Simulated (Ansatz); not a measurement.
KNbO3, space group P4mm, a scan of the Hubbard U

Computed with Ansatz 0.2.0 through its Python package.

At the Python prompt:
```pycon
>>> import warnings
>>> import ansatz as az
>>> import numpy as np
>>> import pandas as pd
>>> def count_gap(report):
...     # lowest empty less highest filled band, counting bands; zero where they overlap
...     return max(report.get("gap_by_band_count_ev") or 0.0, 0.0)
...
>>> warnings.simplefilter("ignore", az.DeckWarning)
>>> structure = (
...     az.Lattice.of((3.996, 0.0, 0.0), (0.0, 3.996, 0.0), (0.0, 0.0, 4.063))
...     .atom("K", (0.0, 0.0, 0.018))
...     .atom("Nb", (0.5, 0.5, 0.5))
...     .atom("O", (0.5, 0.5, 0.044))
...     .atom("O", (0.5, 0.0, 0.54))
...     .atom("O", (0.0, 0.5, 0.54))
... )
>>> structure.resolved().tree()["lattice"]
((3.996, 0.0, 0.0), (0.0, 3.996, 0.0), (0.0, 0.0, 4.063))
>>> setup = (
...     structure.calculation()
...     .kpoints(4, 4, 4)
...     .functional(az.Functional.PBE)
...     .occupations("cold", width=0.05)
...     .band_table()
... )
>>> rows = []
>>> for u in [1.0, 3.0, 5.0, 7.0]:
...     r = setup.hubbard("Nb", "d", u_eff=u).run(threads=1, backend="cpu").report
...     shell = r["hubbard"]["n_scf"]
...     rows.append((u, count_gap(r), sum(shell) / len(shell), r["n_iterations"]))
...
>>> print(pd.DataFrame(rows, columns=["U_eff eV", "gap by band count eV", "Nb d occupation (projector)", "iterations"]).round(4).to_string(index=False))
 U_eff eV  gap by band count eV  Nb d occupation (projector)  iterations
      1.0                1.6824                       3.1458           9
      3.0                1.8945                       3.0660           9
      5.0                2.1433                       2.9790           9
      7.0                2.4380                       2.8839           9
```

From U = 1 to 7 eV the gap on the mesh goes from 1.68 eV to 2.44 eV.

Reading the output:
- The run is spin-unpolarised.
- Semilocal gaps usually lie well under measured ones.
- In a crystal with a gap the Fermi level's place inside it depends on smearing and mesh.
- The structure is a deposited one; some such entries were measured under pressure or heat, so a shift against it needn't be the functional's error alone.
- Gaps and levels are Kohn-Sham values on a finite set of k-points, without spin-orbit coupling.
- Shell occupations and the effect of U depend on the projectors; a run with no .spin step is spin-unpolarised, and each U may end in a state that isn't the lowest.
- Finished in 16 s on 1 thread of Arm Neoverse V1, on a shared host, peak memory 0.42 GiB.
